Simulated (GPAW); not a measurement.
# WS2 (Tungstenite) (P6_3/mmc) in GPAW: relaxation of cell and atoms with PBEsol+D4

Aim: the relaxation of cell and atoms of WS2 (Tungstenite) with PBEsol+D4.

Program: GPAW 26.7.0. These are calculated values, not measurements. Logs are shortened: lines on timing, memory, paths and dates and some standing lists are left out, and cuts for length are marked. The log counts tension as positive stress, the text compression.

### Step 1. Starting point

It takes space group P6_3/mmc (No. 194, hexagonal). Conventional cell: a = 3.180 Å, b = 3.180 Å, c = 12.500 Å, α = 90.00°, β = 90.00°, γ = 120.00°. W (site symmetry -6m2) is surrounded by 6 S at 2.41 Å. S (site symmetry 3m) has 3 W at 2.41 Å as nearest neighbours.

### Step 2. Relaxation of cell and atoms, PBEsol+D4

The input, run.py:

```python
from ase.calculators.mixing import SumCalculator
from ase.filters import FrechetCellFilter
from ase.io import read, write
from ase.optimize import FIRE
from dftd4.ase import DFTD4
from gpaw import GPAW, PW, setup_paths

setup_paths.insert(0, '.')

atoms = read('WS2.cif')

calc = GPAW(mode=PW(600),
            xc='PBEsol',
            kpts={'size': (6, 6, 2), 'gamma': True},
            occupations={'name': 'fermi-dirac', 'width': 0.05},
            nbands=46,
            convergence={'density': 1e-05, 'energy': 1e-05},
            maxiter=150,
            txt='gpaw.txt')
atoms.calc = SumCalculator([calc, DFTD4(method='pbesol')])
opt = FIRE(FrechetCellFilter(atoms), trajectory='relax.traj', logfile='-')
done = opt.run(fmax=0.02, steps=40)
calc.write('gs.gpw')
write('result.traj', atoms)
print('Converged:', done)
print('Cell:', atoms.cell.cellpar().round(4))
print('Volume:', round(atoms.get_volume(), 4))
print(atoms.get_scaled_positions().round(5))
```

The input, WS2.cif:

```cif
data_WS2
_cell_length_a 3.18000000
_cell_length_b 3.18000000
_cell_length_c 12.50000000
_cell_angle_alpha 90.00000000
_cell_angle_beta 90.00000000
_cell_angle_gamma 120.00000000
_space_group_name_H-M_alt 'P1'
_space_group_name_Hall 'P 1'
_space_group_IT_number 1
loop_
_space_group_symop_operation_xyz
'x,y,z'
loop_
_atom_site_label
_atom_site_type_symbol
_atom_site_symmetry_multiplicity
_atom_site_Wyckoff_symbol
_atom_site_fract_x
_atom_site_fract_y
_atom_site_fract_z
_atom_site_occupancy
W1 W 1 a 0.6666666667 0.3333333333 0.7500000000 1
W2 W 1 a 0.3333333333 0.6666666667 0.2500000000 1
S1 S 1 a 0.6666666667 0.3333333333 0.3750000000 1
S2 S 1 a 0.3333333333 0.6666666667 0.8750000000 1
S3 S 1 a 0.6666666667 0.3333333333 0.1250000000 1
S4 S 1 a 0.3333333333 0.6666666667 0.6250000000 1
```

Potentials or basis: PAW data sets generated in the run's folder for this functional, pw.

Command:

```bash
$ gpaw-setup -f PBEsol S W
$ OMP_NUM_THREADS=1 python run.py
```

gpaw.txt:

```text
__  _  _
 | _ |_)|_||  |
 |__||  | ||/\| - 26.7.0

Input parameters:
  mode=PW(ecut=600.0),
  convergence={'density': 1e-05, 'energy': 1e-05},
  kpts=MonkhorstPack(size=(6, 6, 2), gamma=True),
  maxiter=150,
  nbands=46,
  occupations=Occupations(name='fermi-dirac', width=0.05),
  xc=XC(name='PBEsol')

Diagonalizing LCAO Hamiltonian
Converting LCAO to pw mode

        S

           W
        S

           S
        W

           S

Atoms  # Å, Bohr magnetons
|   | symbol |         x |        y |         z |    initial magnetic moments |
|---|--------|-----------|----------|-----------|-----------------------------|
| 0 |      W |  1.590000 | 0.917987 |  9.375000 | ( 0.0000,  0.0000,  0.0000) |
| 1 |      W | -0.000000 | 1.835974 |  3.125000 | ( 0.0000,  0.0000,  0.0000) |
| 2 |      S |  1.590000 | 0.917987 |  4.687500 | ( 0.0000,  0.0000,  0.0000) |
| 3 |      S | -0.000000 | 1.835974 | 10.937500 | ( 0.0000,  0.0000,  0.0000) |
| 4 |      S |  1.590000 | 0.917987 |  1.562500 | ( 0.0000,  0.0000,  0.0000) |
| 5 |      S | -0.000000 | 1.835974 |  7.812500 | ( 0.0000,  0.0000,  0.0000) |

Unit cell  # Å
| periodic |         x |        y |         z |   lengths |     angles |
|----------|-----------|----------|-----------|-----------|------------|
|      yes |  3.180000 | 0.000000 |  0.000000 |  3.180000 |  90.000000 |
|      yes | -1.590000 | 2.753961 |  0.000000 |  3.180000 |  90.000000 |
|      yes |  0.000000 | 0.000000 | 12.500000 | 12.500000 | 120.000000 |

Number of symmetries: 12
Symmetry operations  # r_c * U_cc + t_c -> r_c
|    | kind |            matrix            |
|----|------|------------------------------|
|  0 |  σ   |  1, 1, 0,  0,-1, 0,  0, 0, 1 |
|  1 |  S6  |  1, 1, 0, -1, 0, 0,  0, 0,-1 |
|  2 |  E   |  1, 0, 0,  0, 1, 0,  0, 0, 1 |
|  3 |  C2  |  1, 0, 0, -1,-1, 0,  0, 0,-1 |
|  4 |  C2  |  0, 1, 0,  1, 0, 0,  0, 0,-1 |
|  5 |  C3  |  0, 1, 0, -1,-1, 0,  0, 0, 1 |
|  6 |  S6  |  0,-1, 0,  1, 1, 0,  0, 0,-1 |
|  7 |  σ   |  0,-1, 0, -1, 0, 0,  0, 0, 1 |
|  8 |  σ   | -1, 0, 0,  1, 1, 0,  0, 0, 1 |
|  9 |  i   | -1, 0, 0,  0,-1, 0,  0, 0,-1 |
| 10 |  C3  | -1,-1, 0,  1, 0, 0,  0, 0, 1 |
| 11 |  C2  | -1,-1, 0,  0, 1, 0,  0, 0,-1 |

BZ-sampling:
  Number of BZ points: 72
  Number of IBZ points: 14

  Monkhorst-Pack size: [6, 6, 2]
  Monkhorst-Pack shift: [0.08333333333333333, 0.08333333333333333, 0.25]

K-points  # in reciprocal-cell coordinates
|     |                                coordinates |     weight |
|-----|--------------------------------------------|------------|
|   0 | (  0.00000000,   0.00000000,   0.00000000) | 0.01388889 |
|   1 | (  0.00000000,   0.00000000,   0.50000000) | 0.01388889 |
|   2 | (  0.16666667,   0.00000000,   0.00000000) | 0.08333333 |
|   3 | (  0.16666667,   0.00000000,   0.50000000) | 0.08333333 |
|   4 | (  0.33333333,  -0.16666667,   0.00000000) | 0.08333333 |
|   5 | (  0.33333333,  -0.16666667,   0.50000000) | 0.08333333 |
|   6 | (  0.33333333,   0.00000000,   0.00000000) | 0.08333333 |
|   7 | (  0.33333333,   0.00000000,   0.50000000) | 0.08333333 |
|   8 | (  0.33333333,   0.33333333,   0.00000000) | 0.02777778 |
|   9 | (  0.33333333,   0.33333333,   0.50000000) | 0.02777778 |
| ... |                                            |            |
[... 182 lines left out ...]
Forces  # eV/Ang
|        x |        y |        z |
|----------|----------|----------|
|  0.00000 | -0.00000 |  0.00001 |  # W    0
| -0.00000 |  0.00000 | -0.00001 |  # W    1
|  0.00000 | -0.00000 | -0.14280 |  # S    2
|  0.00000 |  0.00000 | -0.14265 |  # S    3
|  0.00000 |  0.00000 |  0.14265 |  # S    4
|  0.00000 |  0.00000 |  0.14280 |  # S    5

Diagonalizing LCAO Hamiltonian
Converting LCAO to pw mode

        S

           W
        S

           S
        W

           S
[... 216 lines left out ...]
Gap: 1.004 eV
Transition (v -> c):
  (s=0, k=0, n=25, [0.00, 0.00, 0.00]) -> (s=0, k=10, n=26, [0.33, -0.17, 0.00])
Direct/indirect transitions are different
Direct gap: 1.727 eV
Transition at: (s=0, k=16, n=25, [0.33, 0.33, 0.00])

Stress tensor  # eV/Ang^3
|        x |         y |         z |
|----------|-----------|-----------|
| 0.019263 |  0.000000 |  0.000000 |
| 0.000000 |  0.019263 | -0.000000 |
| 0.000000 | -0.000000 |  0.002945 |

Forces  # eV/Ang
|        x |        y |        z |
|----------|----------|----------|
|  0.00000 | -0.00000 | -0.00001 |  # W    0
| -0.00000 |  0.00000 |  0.00001 |  # W    1
| -0.00000 |  0.00000 | -0.07435 |  # S    2
| -0.00000 |  0.00000 | -0.07423 |  # S    3
|  0.00000 | -0.00000 |  0.07423 |  # S    4
|  0.00000 | -0.00000 |  0.07435 |  # S    5
[... 225 lines left out ...]
Gap: 1.003 eV
Transition (v -> c):
  (s=0, k=0, n=25, [0.00, 0.00, 0.00]) -> (s=0, k=10, n=26, [0.33, -0.17, 0.00])
Direct/indirect transitions are different
Direct gap: 1.740 eV
Transition at: (s=0, k=16, n=25, [0.33, 0.33, 0.00])

Stress tensor  # eV/Ang^3
|         x |        y |         z |
|-----------|----------|-----------|
|  0.013207 | 0.000000 | -0.000000 |
|  0.000000 | 0.013207 |  0.000000 |
| -0.000000 | 0.000000 | -0.003905 |

Forces  # eV/Ang
|        x |        y |        z |
|----------|----------|----------|
|  0.00000 | -0.00000 |  0.00000 |  # W    0
| -0.00000 |  0.00000 | -0.00000 |  # W    1
|  0.00000 | -0.00000 |  0.04370 |  # S    2
|  0.00000 | -0.00000 |  0.04376 |  # S    3
| -0.00000 |  0.00000 | -0.04376 |  # S    4
| -0.00000 |  0.00000 | -0.04370 |  # S    5
[... 226 lines left out ...]
Gap: 1.002 eV
Transition (v -> c):
  (s=0, k=0, n=25, [0.00, 0.00, 0.00]) -> (s=0, k=10, n=26, [0.33, -0.17, 0.00])
Direct/indirect transitions are different
Direct gap: 1.762 eV
Transition at: (s=0, k=16, n=25, [0.33, 0.33, 0.00])

Stress tensor  # eV/Ang^3
|         x |        y |         z |
|-----------|----------|-----------|
|  0.005353 | 0.000000 | -0.000000 |
|  0.000000 | 0.005353 |  0.000000 |
| -0.000000 | 0.000000 | -0.011487 |

Forces  # eV/Ang
|        x |        y |        z |
|----------|----------|----------|
|  0.00000 | -0.00000 |  0.00014 |  # W    0
| -0.00000 |  0.00000 | -0.00014 |  # W    1
|  0.00000 | -0.00000 |  0.17133 |  # S    2
| -0.00000 |  0.00000 |  0.17116 |  # S    3
|  0.00000 | -0.00000 | -0.17116 |  # S    4
| -0.00000 |  0.00000 | -0.17133 |  # S    5
[... 3637 lines left out ...]
poisson solver:
  ecut: 4800.0  # eV

xc functional:
  name: PBEsol with 2 nearest neighbor stencil

convergence criteria:
- Maximum integral of absolute [dens]ity change: 1e-05 electrons / valence electron
- Maximum [total energy] change in last 3 cyles: 1e-05
[... cut ...]
-------
  Free energy:     -47.699982
  Extrapolated:    -47.699976

dipole moment: (0.000004, 0.000006, 0.000028)  # |e|*Ang

Fermi level: 9.588
Eigenvalues  # (at kpt = [0.000, 0.000, 0.000])
| band index |      eig [eV] | occ [0-2] |
|------------|---------------|-----------|
|          0 |       -65.165 |     2.000 |
|        ... |               |           |
|         18 |         5.673 |     2.000 |
|         19 |         6.934 |     2.000 |
|         20 |         6.934 |     2.000 |
|         21 |         6.998 |     2.000 |
|         22 |         6.998 |     2.000 |
|         23 |         7.763 |     2.000 |
[... 1518 lines left out ...]
Forces  # eV/Ang
|        x |        y |        z |
|----------|----------|----------|
|  0.00000 | -0.00000 |  0.00001 |  # W    0
| -0.00000 |  0.00000 | -0.00001 |  # W    1
|  0.00000 | -0.00000 | -0.01393 |  # S    2
| -0.00000 |  0.00000 | -0.01398 |  # S    3
|  0.00000 | -0.00000 |  0.01398 |  # S    4
| -0.00000 |  0.00000 |  0.01393 |  # S    5

# Writing to gs.gpw (mode='')
```

stdout:

```text
Step          Energy          fmax
FIRE:    0      -49.197911        0.646204
FIRE:    1      -49.207424        0.586260
FIRE:    2      -49.221830        0.475850
FIRE:    3      -49.235841        0.334445
FIRE:    4      -49.247689        0.268867
FIRE:    5      -49.258553        0.267227
[... 23 lines left out ...]
FIRE:   29      -49.293909        0.031151
FIRE:   30      -49.293961        0.009629
Converged: True
Cell: [  3.125    3.125   11.9979  90.      90.     120.    ]
Volume: 101.4691
[[0.66667 0.33333 0.75   ]
 [0.33333 0.66667 0.25   ]
 [0.66667 0.33333 0.38102]
 [0.33333 0.66667 0.88102]
 [0.66667 0.33333 0.11898]
 [0.33333 0.66667 0.61898]]
```

Run time: 19 min. Hardware: 1 thread of AMD EPYC 9R14 (Zen 4), shared host; peak memory 0.56 GiB.

Results:

```
Free energy                            : -49.2940 eV
Relaxed volume                         : 16.91 Å³/atom
Relaxed cell                           : a = 3.125 Å, b = 3.125 Å, c = 11.998 Å, α = 90.00°, β = 90.00°, γ = 120.00°
Space group after relaxing (to 0.05 Å) : P6_3/mmc (No. 194)
Energy gained by relaxing              : 16.0 meV/atom
Ionic steps                            : 31
Pressure after relaxing                : 0.0 GPa
Band gap on the k mesh                 : 0.78 eV, indirect (least direct gap 1.90 eV)
Dispersion energy per atom             : -0.269 eV
```

The path:
```tsv
step	energy change (eV)	largest force (eV/Å)	pressure (GPa)	volume (Å³)
1	0.0000	0.1282	-4.86	109.47
2	-0.0095	0.0597	-4.31	109.17
3	-0.0239	0.0586	-3.32	108.60
4	-0.0379	0.1864	-2.10	107.83
5	-0.0498	0.2701	-0.99	106.97
6	-0.0606	0.2687	-0.28	106.11
7	-0.0698	0.1781	-0.06	105.31
8	-0.0739	0.0271	-0.23	104.60
9	-0.0715	0.1154	-0.39	103.85
10	-0.0719	0.1047	-0.34	103.84
11	-0.0728	0.0838	-0.24	103.83
12	-0.0739	0.0549	-0.11	103.82
13	-0.0750	0.0207	0.04	103.80
14	-0.0761	0.0153	0.19	103.78
15	-0.0771	0.0482	0.31	103.78
16	-0.0781	0.0736	0.38	103.78
17	-0.0793	0.0896	0.37	103.80
18	-0.0807	0.0919	0.26	103.83
19	-0.0823	0.0775	0.04	103.87
20	-0.0840	0.0475	-0.28	103.92
21	-0.0855	0.0110	-0.64	103.94
22	-0.0867	0.0130	-0.89	103.90
23	-0.0883	0.0104	-0.94	103.75
24	-0.0901	0.0215	-0.76	103.48
25	-0.0920	0.0637	-0.42	103.09
26	-0.0938	0.0738	-0.18	102.61
27	-0.0955	0.0270	-0.18	102.10
28	-0.0958	0.0468	-0.26	101.52
29	-0.0959	0.0376	-0.20	101.51
30	-0.0960	0.0206	-0.10	101.49
31	-0.0961	0.0006	0.02	101.47
```

Final structure:
```
W S
1.0
     3.12499    0.00000    0.00000
    -1.56250    2.70632    0.00000
     0.00000    0.00000   11.99790
W S
2 4
Direct
  0.66667 0.33333 0.75000
  0.33333 0.66667 0.25000
  0.66667 0.33333 0.38102
  0.33333 0.66667 0.88102
  0.66667 0.33333 0.11898
  0.33333 0.66667 0.61898
```

Levels at points of the mesh, in eV from the valence-band top:
```tsv
k point	band 22	band 23	band 24	band 25	band 26	band 27	band 28	band 29	band 30	band 31
(0.00, 0.00, 0.00)	-2.21	-2.21	-1.47	-1.37	0.00	2.28	2.28	2.30	2.30	2.31
(0.00, 0.00, 0.50)	-2.25	-2.25	-2.25	-0.32	-0.32	2.27	2.27	2.27	2.27	2.47
(0.50, 0.00, 0.00)	-2.86	-2.04	-1.88	-1.74	-1.64	2.34	2.40	2.50	2.94	2.99
(0.50, 0.00, 0.50)	-3.04	-1.89	-1.89	-1.74	-1.74	2.36	2.36	2.76	2.76	3.33
(0.50, 0.50, 0.00)	-2.86	-2.04	-1.88	-1.74	-1.64	2.34	2.40	2.50	2.94	2.99
(0.50, 0.50, 0.50)	-3.04	-1.89	-1.89	-1.74	-1.74	2.36	2.36	2.76	2.76	3.33
```

Caveat: the k mesh is coarse; later steps reuse the first step's grids; spin-orbit coupling is left out, which moves the levels of the heavy elements. A hybrid or GW would open this gap; PBEsol tends to underestimate it.
